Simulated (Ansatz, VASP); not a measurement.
**Se in VASP and in Ansatz**

```
Se
1.0
     2.81056    0.00000    0.00000
     0.00000    2.81056    0.00000
     0.00000    0.00000    2.81056
Se
1
Cartesian
  0.0000 0.0000 0.0000
```

Change from the starting cell: strain = 0.0.

Alike in both runs: task single point; functional PBE; k mesh 9 × 9 × 9; occupations fermi-dirac, width 0.05 eV; no spin polarisation.

```csv
,VASP,Ansatz
version,VASP 6.6.1,Ansatz 0.2.0
potentials or method,"VASP PAW PBE potentials, release 64 (Se)",Ansatz PAW
plane-wave cutoff (eV),520,420
valence electrons in the cell,6,16
```

```tsv
	VASP	Ansatz	Ansatz less VASP
gap on the k mesh at the Fermi level (eV)	none	none	-
pressure (GPa)	2.0	2.0	-0.04
```

A gap of «none» marks a metal or a gap that the smearing closes. The two sets of potentials don't hold the same shells in valence.
